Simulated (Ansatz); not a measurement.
This is a one-shot G0W0 calculation with the plane-wave code Ansatz on HfO2 (started from an entry of an open crystallographic database); the level of theory is G0W0@PBE with 344 empty bands, a screening cutoff of 260 eV and a 6×6×6 mesh. The geometry is the r2SCAN minimum.

Input file:
```yaml
crystal:
  lattice:
    - [0.0, 2.529182318, 2.529182318]
    - [2.529182318, 0.0, 2.529182318]
    - [2.529182318, 2.529182318, 0.0]
  atoms:
    - { symbol: Hf, position: [0.0, 0.0, 0.0] }
    - { symbol: O, position: [0.25, 0.25, 0.25] }
    - { symbol: O, position: [0.75, 0.75, 0.75] }
kpoints:
  mp_grid: { grid: [6, 6, 6] }
hamiltonian:
  xc: pbe
scf:
  occupations: { method: fixed }
gw:
  n_empty_bands: 344
  ecut_chi: 260
  qp_bands: [v2, c2]
  qp_kpoints: band_edges
  screening: { model: contour_deformation }
```

**Question.** What wall time did it need on 1 × NVIDIA H100 80GB HBM3 with 2 threads of AMD EPYC 7R13 Processor (Zen 3) (shared host), load about 1.9 per core, and what peak of host memory did it reach?

**Answer.** About 40 s, with a peak of 1.5 GiB.

**Question.** What will the output look like, and what does it show?

**Answer.** The output, standing remarks left out:
```
Pseudopotential: Hf, paw, valence charge 26, recommended cutoff 420 eV (normal)
Pseudopotential: O, paw, valence charge 6, recommended cutoff 420 eV (normal)
Functional definition: PBE
Crystal: 3 atoms, lattice volume = 32.357 Å³
Basis set: ecut = 420 eV, 609 PW (Γ)
Bands: 23, of which v1, the nominal top of the filled ones, is band 19 counted from 1 (18 counted from 0)
Symmetry: 48 space group operations
Space group: Fm-3m (ITA 225)
k-points: 16 of 216
SCF iter   1: HF=-16861.395306 eV  Δρ=2.47e-3  dr2=1.38e-3
preconditioner: auto → none  [insulator: Δε(μ)=3.820 eV  ℏωp=39.2 eV]
SCF iter   2: HF=-16861.396267 eV  Δρ=1.83e-3  dr2=7.27e-4
SCF iter   3: HF=-16861.396209 eV  Δρ=7.23e-4  dr2=6.72e-5
SCF iter   4: HF=-16861.396398 eV  Δρ=9.22e-5  dr2=2.05e-6
SCF iter   5: HF=-16861.396397 eV  Δρ=5.49e-5  dr2=6.66e-7
SCF iter   6: HF=-16861.396397 eV  Δρ=2.76e-5  dr2=1.31e-7
SCF iter   7: HF=-16861.396397 eV  Δρ=9.98e-6  dr2=2.69e-8
SCF 1 converged in 7 iterations: F = -16861.396397 eV  dr2 = 2.69e-8
Free energy (F): -16861.396397 eV
Fermi energy:    16.200089 eV
--- G₀W₀: contour deformation, 7 samples at zero and on the imaginary axis and 2 off it, 216 q-points, 344 empty bands' worth ---
    ik  band        ε_KS         Σx   Σc(E_QP)       V_xc       Z   E_QP_lin       E_QP  E_QP is
     0    18     15.5797   -26.9395     4.2141   -21.7505  0.7679    14.5945    14.6048  root
     0    19     15.5797   -26.9395     4.2141   -21.7505  0.7679    14.5945    14.6048  root
     0    20     20.0975   -11.0337    -5.2394   -16.9323  0.8182    20.7606    20.7567  root
     0    21     20.0975   -11.0337    -5.2394   -16.9323  0.8182    20.7606    20.7567  root
     1    18     15.1136   -26.0813     4.0973   -20.9916  0.7683    14.1099    14.1211  root
     1    19     15.1136   -26.0813     4.0973   -20.9916  0.7683    14.1099    14.1211  root
     1    20     20.5543   -11.9822    -5.1619   -17.8318  0.8099    21.2465    21.2420  root
     1    21     20.5543   -11.9822    -5.1619   -17.8318  0.8099    21.2465    21.2420  root
     3    18     14.3527   -26.7410     4.5461   -21.1269  0.7598    13.2692    13.2847  root
     3    19     14.3527   -26.7410     4.5461   -21.1269  0.7598    13.2692    13.2847  root
     3    20     20.8336   -11.5457    -5.4464   -17.7156  0.8097    21.5624    21.5571  root
     3    21     20.8336   -11.5457    -5.4464   -17.7156  0.8097    21.5624    21.5571  root
     4    18     15.5899   -27.0191     4.2319   -21.8244  0.7673    14.6171    14.6271  root
     4    19     15.5899   -27.0191     4.2319   -21.8244  0.7673    14.6171    14.6271  root
     4    20     20.4463   -11.1232    -5.3969   -17.2113  0.8143    21.1422    21.1376  root
     4    21     20.6726   -12.1428    -5.1270   -17.9609  0.8083    21.3683    21.3637  root
     5    18     15.0540   -26.3155     4.2103   -21.1200  0.7658    14.0575    14.0689  root
     5    19     15.1864   -26.7121     4.2750   -21.4491  0.7657    14.1872    14.1984  root
     5    20     20.8745   -11.4676    -5.5228   -17.7189  0.8085    21.6085    21.6030  root
     5    21     20.9114   -12.4104    -5.0687   -18.1731  0.8042    21.6101    21.6054  root
     8    18     14.1292   -25.0377     4.1342   -19.8526  0.7644    13.0633    13.0783  root
     8    19     15.5961   -27.0452     4.2381   -21.8524  0.7670    14.6316    14.6414  root
     8    20     20.5858   -11.4183    -5.3268   -17.4380  0.8120    21.2833    21.2787  root
     8    21     21.1508   -12.8952    -5.1691   -18.7974  0.7996    21.8894    21.8839  root
     9    18     15.2149   -26.6783     4.2563   -21.4551  0.7653    14.2373    14.2480  root
     9    19     15.2149   -26.6783     4.2563   -21.4551  0.7653    14.2373    14.2480  root
     9    20     20.4542   -11.5236    -4.9745   -17.1351  0.8113    21.0949    21.0913  root
     9    21     21.2572   -11.4056    -5.7791   -17.9479  0.8035    22.0270    22.0203  root
    10    18     14.7988   -26.1123     4.2413   -20.8925  0.7637    13.8087    13.8203  root
    10    19     15.5963   -27.0101     4.1598   -21.9024  0.7683    14.6388    14.6484  root
    10    20     20.4484   -11.5625    -4.8822   -17.0626  0.8110    21.0696    21.0663  root
    10    21     21.5472   -11.6889    -5.8525   -18.3263  0.7986    22.3397    22.3322  root
    11    18     14.9189   -26.5696     4.3651   -21.1975  0.7638    13.8997    13.9120  root
    11    19     15.5427   -26.8783     4.1520   -21.7799  0.7679    14.5866    14.5963  root
    11    20     20.5956   -11.7348    -4.9718   -17.3463  0.8114    21.2389    21.2353  root
    11    21     21.6247   -12.2445    -5.6665   -18.6922  0.7951    22.4133    22.4059  root
  […]
```
Only the leading digits can be foreseen; the rest is this run's record.

The points are ik 0 = (0, 0, 0) (Γ), ik 1 = (0, 0, 1/6), ik 3 = (0, 0, -1/2), ik 4 = (0, 1/6, 1/6), ik 5 = (0, 1/6, 1/3), ik 8 = (0, 1/6, -1/6), ik 9 = (0, 1/3, 1/3), ik 10 = (0, 1/3, -1/2), ik 11 = (0, 1/3, -1/3), ik 12 = (0, -1/2, -1/2), ik 14 = (1/6, 1/3, -1/3), ik 15 = (1/6, -1/2, -1/3); band 19 is the last filled one.

The quasiparticle gap on this mesh is 5.28 eV (direct at k = (0, -1/2, -1/2)), against 3.80 eV from PBE: +1.48 eV. Renormalisation factors Z lie between 0.76 and 0.82. G0W0 values are finite-basis, finite-mesh values.

(Simulation; spin polarisation is off.)

Spin-orbit coupling is left out, which matters wherever the heavy atoms make up the band edges.
